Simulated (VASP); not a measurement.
Set up this calculation in VASP 6.6.1, as the native input.

```yaml
Task: single point
Functional: PBE
Potentials_or_basis: VASP PAW PBE potentials, release 64 (Ni)
Cutoff: 520 eV
k_mesh: 13 × 13 × 13
Occupations: gaussian, width 0.011 eV
Spin: collinear spin, ferromagnetic start
Starting_moments: "[1.0] μB"
Further_INCAR_settings: ALGO = Normal; EDIFF = 1e-06; NBANDS = 15
```

The structure of Ni lies in POSCAR:

```
Ni
1.0
    0.0000000000      1.7375729330      1.7375729330
    1.7375729330      0.0000000000      1.7375729330
    1.7375729330      1.7375729330      0.0000000000
Ni
1
Direct
    0.0000000000      0.0000000000      0.0000000000
```

These files were run (other wordings do the same):

INCAR

```
  PREC = Accurate
  ENCUT = 520
  EDIFF = 1E-6
  ISMEAR = 0
  SIGMA = 0.011
  LREAL = False
  LASPH = True
  NELM = 150
  ALGO = Normal
  ISIF = 2
  LWAVE = False
  LCHARG = True
  ISPIN = 2
  MAGMOM = 1
  LORBIT = 11
  LMAXMIX = 4
  GGA = PE
  LELF = True
  LVHAR = True
  NBANDS = 15
```

KPOINTS

```
Automatic mesh
0
Gamma
  13 13 13
```

Potentials or basis: VASP PAW PBE potentials, release 64 (Ni).

Run with:

```bash
$ cat potpaw_PBE.64/Ni/POTCAR > POTCAR
$ mpirun -np 1 vasp_std > vasp.out
```

It gave:

```
Pressure                                              : 7.8 GPa
Band gap on the k mesh                                : none (metal or under the smearing width)
Net moment                                            : 0.62 μB per cell
Site moments                                          : Ni +0.63 μB
Valence electrons inside the program's atomic spheres : Ni 9.38
```

It took 35 s on 1 thread of Intel(R) Xeon(R) Platinum 8559C (Emerald Rapids), on a shared host, peak memory 0.13 GiB.
